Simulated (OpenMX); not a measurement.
Tc, 1 atom in the cell. Symmetry: Fm-3m, No. 225, cubic system. The conventional cell has a = 3.900 Å, b = 3.900 Å, c = 3.900 Å, α = 90.00°, β = 90.00°, γ = 90.00°. Around Tc (site symmetry m-3m) lie 12 Tc at 2.76 Å. This isn't the form of Tc at room conditions, which is hcp.

| Quantity | Value |
| --- | --- |
| Program | OpenMX 3.8.5 |
| Task | electrostatic potential |
| Functional | LDA |
| Potentials or basis | OpenMX 2013 LDA set, Tc7.0-s3p2d2, grid cutoff 400 Ry |
| k mesh | 9 × 9 × 9 |
| Occupations | fermi-dirac, width 0.05 eV |
| Spin | non-collinear spin, random start, spin-orbit coupling |
| Starting moments | [[0.023, -0.053, -0.016]] μB |
| Mixing scheme | rmm-diisk |
| SCF threshold | 1e-07 Ha |
| Solver | band |
| Max SCF cycles | 100 |

Potentials or basis: OpenMX 2013 LDA set, Tc7.0-s3p2d2, grid cutoff 400 Ry.

The run is started by

```bash
$ openmx Tc.dat -nt 1 > Tc.std
```

Hardware: 1 thread of Arm Neoverse V1 (shared host).

**Question.** How long does it take, and how much memory?

**Answer.** Wall time 2.4 min on 1 thread of Arm Neoverse V1, with other jobs on the host, peak memory 0.54 GiB. Counts: k points 729, basis 19, scf iterations 15.
